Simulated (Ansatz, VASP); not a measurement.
**HC4 (C(111) slab, H on the bottom face): VASP beside Ansatz**

Aim: how closely do two programs agree when they are given the same cell, functional and k mesh? The cell is taken from a series of runs on this material, whose earlier steps may have relaxed, scaled, displaced or heated it; both programs get it as it stands.

Calculated with Ansatz 0.2.0; plane waves, with VASP 6.6.1 beside it; PBE with D3(BJ).

## 1. Set-up

The cell holds 80 atoms: 64 C and 16 H. Its edges and angles: a = 10.089 Å, b = 10.089 Å, c = 13.664 Å, α = 90.0°, β = 90.0°, γ = 120.0°. It derives from C (diamond-structure). As first built, before any earlier steps moved the atoms or strained the cell (in the runner's words): diamond-structure C (a = 3.567 A), (111) slab of 4 atomic planes, 4 x 4 surface cells, H on the broken bonds of the bottom face; displaced by a Gaussian of 0.02 A. Vacuum lies along c.

## 2. VASP: single point, PBE with D3(BJ)

A single point takes one fixed geometry, so differences don't come from the geometry; what else differs is listed under the comparison.

Lines of VASP's logs that name or quote its potential files are left out, and so is its time.

INCAR reads:

```
SYSTEM = HC4
PREC = Accurate
ENCUT = 520
EDIFF = 1E-06
NELM = 120
ISMEAR = -1
SIGMA = 0.05
LREAL = Auto
ALGO = Normal
GGA = PE
IVDW = 12
NBANDS = 192
LORBIT = 11
LWAVE = .FALSE.
LCHARG = .FALSE.
ISIF = 2
LASPH = .TRUE.
GGA_COMPAT = .FALSE.
KPAR = 4
```

POSCAR reads:

```
HC4
1.0
   10.0890000000      0.0000000000      0.0000000000
   -5.0445000000      8.7373300000      0.0000000000
    0.0000000000      0.0000000000     13.6642600000
C H
64 16
Direct
    0.3363700000      0.9171200000      0.4835700000
    0.2510800000      0.0023800000      0.4424700000
    0.1632000000      0.8321800000      0.6360800000
    0.3326000000      0.9137800000      0.5966300000
    0.3381800000      0.6723600000      0.4833700000
    0.2514700000      0.7476700000      0.4433000000
    0.1648600000      0.5820400000      0.6365500000
    0.3378800000      0.6741300000      0.5978800000
    0.5853700000      0.9185600000      0.4841700000
    0.5019000000      0.0014000000      0.4470700000
    0.4156000000      0.8327200000      0.6334800000
    0.5786300000      0.9161600000      0.5932200000
    0.3376100000      0.4198000000      0.4797800000
    0.2524700000      0.5014200000      0.4473700000
    0.1657300000      0.3321300000      0.6339000000
    0.3323200000      0.4181000000      0.5951800000
    0.5821800000      0.6618400000      0.4851000000
    0.5030100000      0.7523400000      0.4452500000
    0.4161000000      0.5826400000      0.6363900000
    0.5829900000      0.6686200000      0.5956300000
    0.8335100000      0.9165800000      0.4829400000
    0.7522900000      0.9983300000      0.4440800000
    0.6710200000      0.8356900000      0.6349000000
    0.8367900000      0.9161700000      0.5959500000
    0.3319600000      0.1614800000      0.4823600000
    0.2489100000      0.2504400000      0.4445500000
    0.1674300000      0.0822600000      0.6352100000
    0.3325900000      0.1661700000      0.5974100000
    0.5822500000      0.4149800000      0.4803400000
    0.5001500000      0.5002800000      0.4462700000
    0.4122700000      0.3321300000      0.6348600000
    0.5841700000      0.4191900000      0.5950800000
    0.8354500000      0.6656900000      0.4847600000
    0.7511200000      0.7538800000      0.4452600000
    0.6714000000      0.5861600000      0.6314200000
    0.8298400000      0.6674400000      0.5970800000
    0.0877700000      0.9188000000      0.4838300000
    0.0008800000      0.9986700000      0.4494000000
    0.9134800000      0.8327800000      0.6363500000
    0.0818900000      0.9169000000      0.5954800000
    0.5850400000      0.1688500000      0.4816600000
    0.5026900000      0.2504600000      0.4478600000
    0.4174100000      0.0817200000      0.6324600000
    0.5873100000      0.1688000000      0.5973700000
    0.8356800000      0.4161700000      0.4856100000
    0.7526300000      0.5037700000      0.4474000000
    0.6616100000      0.3324100000      0.6329800000
    0.8303500000      0.4136200000      0.5949300000
    0.0833300000      0.6678400000      0.4839800000
    0.0011700000      0.7499200000      0.4476700000
    0.9177600000      0.5834200000      0.6339500000
    0.0838700000      0.6636000000      0.5957400000
    0.8345600000      0.1648700000      0.4833900000
    0.7504900000      0.2494700000      0.4443300000
    0.6624900000      0.0815100000      0.6353900000
    0.8297200000      0.1647700000      0.5933800000
    0.0839700000      0.4188600000      0.4834200000
    0.9993100000      0.5004000000      0.4463200000
    0.9179700000      0.3295600000      0.6341900000
    0.0834900000      0.4139100000      0.5951600000
    0.0867900000      0.1705000000      0.4817000000
    0.0029800000      0.2526300000      0.4444700000
    0.9210100000      0.0858600000      0.6339900000
    0.0834100000      0.1680000000      0.5986900000
    0.2491400000      0.0026300000      0.3667500000
    0.2461200000      0.7474300000      0.3660000000
    0.5020900000      0.0006400000      0.3648100000
    0.2507600000      0.5021800000      0.3661200000
    0.4966600000      0.7441200000      0.3648800000
    0.7456100000      0.9975900000      0.3679800000
    0.2536400000      0.2544300000      0.3648700000
    0.4986200000      0.4999800000      0.3663800000
    0.7492900000      0.7492600000      0.3633600000
    0.9995200000      0.0022100000      0.3671500000
    0.5000300000      0.2520600000      0.3673100000
    0.7478300000      0.4980300000      0.3652900000
    0.9963900000      0.7490300000      0.3651600000
    0.7485500000      0.2513800000      0.3668600000
    0.0034200000      0.5024700000      0.3653700000
    0.9997000000      0.2506300000      0.3641000000
```

KPOINTS reads:

```
Automatic mesh
0
Gamma
2 2 1
0 0 0
```

PAW data sets: C and H (PBE family, release 64).

Started as:

```
mpirun -np 16 vasp_std
```

Numbers of over 12 decimals in the logs are rounded to 6 here.

The program printed:

```text
[banner, memory and clock lines left out]
running   16 mpi-ranks, on    1 nodes
[...]
|                                                                             |
|           W    W    AA    RRRRR   N    N  II  N    N   GGGG   !!!           |
|           W    W   A  A   R    R  NN   N  II  NN   N  G    G  !!!           |
|           W    W  A    A  R    R  N N  N  II  N N  N  G       !!!           |
|           W WW W  AAAAAA  RRRRR   N  N N  II  N  N N  G  GGG   !            |
|           WW  WW  A    A  R   R   N   NN  II  N   NN  G    G                |
|           W    W  A    A  R    R  N    N  II  N    N   GGGG   !!!           |
|                                                                             |
|     For optimal performance we recommend to set                             |
|       NCORE = 2 up to number-of-cores-per-socket                            |
|     NCORE specifies how many cores store one orbital (NPAR=cpu/NCORE).      |
|     This setting can greatly improve the performance of VASP for DFT.       |
|     The default, NCORE=1 might be grossly inefficient on modern             |
|     multi-core architectures or massively parallel machines. Do your        |
|     Unfortunately you need to use the default for GW and RPA                |
|     calculations (for HF NCORE is supported but not extensively tested      |
|     yet).                                                                   |
|                                                                             |

 LDA part: xc-table for (Slater+PW92), standard interpolation
 POSCAR, INCAR and KPOINTS ok, starting setup
[...]
entering main loop
       N       E                     dE             d eps       ncg     rms          rms(c)
DAV:   1     0.186586268043E+04    0.18659E+04   -0.12119E+05  1536   0.121E+03
DAV:   2    -0.371575055474E+03   -0.22374E+04   -0.21162E+04  2104   0.289E+02
DAV:   3    -0.622399054949E+03   -0.25082E+03   -0.24638E+03  1904   0.953E+01
DAV:   4    -0.630208628501E+03   -0.78096E+01   -0.77571E+01  2112   0.187E+01
[...]
DAV:  39    -0.599416647480E+03   -0.72488E-05   -0.22899E-06  1280   0.212E-03    0.490E-03
DAV:  40    -0.599416650678E+03   -0.31972E-05   -0.85207E-07  1272   0.122E-03    0.318E-03
DAV:  41    -0.599416651153E+03   -0.47539E-06   -0.14472E-07  1264   0.676E-04
   1 F= -.60840320E+03 E0= -.60804169E+03  d E =-.723013E+00
```

Parts of OUTCAR (step 2):

```text
  FREE ENERGIE OF THE ION-ELECTRON SYSTEM (eV)
  ---------------------------------------------------
  free  energy   TOTEN  =      -608.4031983737 eV

  energy  without entropy=     -607.6801851349  energy(sigma->0) =     -608.04169175

[... 1 further part left out ...]
```

Dispersion corrections of this kind ignore metallic screening and tend to overbind metals.

(Continued in part 2 of 2.)

[Lines on the potential files, build, host, timing and source positions are cut from VASP's logs without a mark.]

[Logs are printed without paths, hosts, clocks, repeated set-up lines and the standing remarks that a program may print on its own settings, such as how far it seeks lower states.]

[Hosts, paths, dates, database ids (printed as entryN), source tags and the programs' standing remarks are cut or masked in the printed files.]
